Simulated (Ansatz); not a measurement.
**One atom moved over a plane in SnO2**

All numbers below come from Ansatz, DFT LDA, scalar-relativistic, plane waves, PAW. The runs took a 420 eV cutoff, a Γ-centred 12×12×12 mesh and Gaussian smearing (0.05 eV). No spin polarisation. Energies are free energies at this smearing, counted from the undisturbed cell; pressure is positive in compression.

Reference structure (as given, not relaxed at this level; it stands at -9.1 GPa; this form isn't the usual structure):

```
Sn O
1.0
     1.61709    0.93363    4.80059
    -1.61709    0.93363    4.80059
     0.00000   -1.86726    4.80059
Sn O
1 2
Direct
  0.50000 0.50000 0.50000
  0.23717 0.23717 0.23717
  0.76283 0.76283 0.76283
```

Atom 1 (Sn) is moved by p along (0.000, 1.000, 0.000) and q along (0.000, 0.000, 1.000) (Å), all else fixed. Points are written (p, q).

p was sampled at -0.300, -0.150, 0.000, 0.150, 0.300 and q at -0.300, -0.150, 0.000, 0.150, 0.300.

**Question.** Where on the computed points is the energy highest, and how high?

**Answer.** At (-0.300, 0.300), (0.300, -0.300): 1.86 eV/cell.

**Question.** Away from (0, 0), which computed point is lowest?

**Answer.** (-0.150, 0.000), (0.150, 0.000): 0.14 eV/cell.

The map, in eV/cell:

| p \ q | -0.300 | -0.150 | 0.000 | 0.150 | 0.300 |
| --- | --- | --- | --- | --- | --- |
| -0.300 | 1.36 | 0.74 | 0.60 | 0.98 | 1.86 |
| -0.150 | 0.96 | 0.34 | 0.14 | 0.37 | 1.01 |
| 0.000 | 0.80 | 0.21 | 0.00 | 0.21 | 0.80 |
| 0.150 | 1.01 | 0.37 | 0.14 | 0.34 | 0.96 |
| 0.300 | 1.86 | 0.98 | 0.60 | 0.74 | 1.36 |